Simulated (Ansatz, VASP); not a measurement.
## One calculation of Ca, two programs

The input INCAR:

```
PREC     = Accurate       # precision mode
ENCUT    = 520            # plane-wave cutoff, eV
EDIFF    = 1E-6           # SCF threshold, eV
ISMEAR   = -1             # smearing method
SIGMA    = 0.1            # smearing width, eV
LREAL    = False          # projectors in reciprocal space
LASPH    = True           # aspherical terms in the spheres
NELM     = 80             # most SCF steps
ALGO     = Fast           # electronic algorithm
ISIF     = 2              # what is computed and relaxed
LWAVE    = False          # write WAVECAR
LCHARG   = True           # write CHGCAR
GGA      = RP             # functional
LELF     = True           # ELF
LVHAR    = True         
NBANDS   = 22             # bands
```

Contents of KPOINTS:

```
Automatic mesh
0
Gamma
  7 7 9
```

File POSCAR:

```
Ca
1.0
    6.2119202414      0.0000000000      0.0000000000
   -3.1059601207      5.3796807354      0.0000000000
    0.0000000000      0.0000000000      3.7152700231
Ca
3
Direct
    0.0000000000      0.0000000000      0.0000000000
    0.3333333333      0.6666666667      0.5000000000
    0.6666666667      0.3333333333      0.5000000000
```

Input for Ansatz:

```yaml
crystal:
  lattice:
    - [6.2119202414, 0.0, 0.0]
    - [-3.1059601207, 5.3796807354, 0.0]
    - [0.0, 0.0, 3.7152700231]
  atoms:
    - { symbol: Ca, position: [0.0, 0.0, 0.0] }
    - { symbol: Ca, position: [0.3333333333, 0.6666666667, 0.5] }
    - { symbol: Ca, position: [0.6666666667, 0.3333333333, 0.5] }
hamiltonian:
  xc: rpbe
  pseudopotentials:
    kind: paw
    azcp:
      Ca: "pseudopotentials/Ca.paw.azcp"
basis:
  ecutwfc: 420
  fft_grid_basis: typed
kpoints:
  mp_grid: { grid: [7, 7, 9], shift: [0, 0, 0] }
magnetization:
  spin_polarized: false
scf:
  occupations: { method: fermi_dirac, width: 0.1 }
  lower_state_search: "off"
output:
  stress: true
  write_density: true
  write_potential: true
  elf: true
  volumetric_format: npy
```

Alike in both runs: task single point; functional RPBE; k mesh 7 × 7 × 9; occupations fermi-dirac, width 0.1 eV; no spin polarisation.

|  | VASP | Ansatz |
| --- | --- | --- |
| version | VASP 6.6.1 | Ansatz 0.2.0 |
| potentials or method | VASP PAW PBE potentials, release 64 (Ca_sv) | plane waves (420 eV) with PAW, scalar-relativistic |
| plane-wave cutoff (eV) | 520 | 420 |
| valence electrons in the cell | 30 | 30 |

```csv
,VASP,Ansatz,Ansatz less VASP
pressure (GPa),1.5,1.5,0.00
largest component of the traceless stress (GPa),0.14,0.14,-0.001
```

Caveats: the PAW data sets were made with another functional, which shifts forces and pressure a little (VASP).
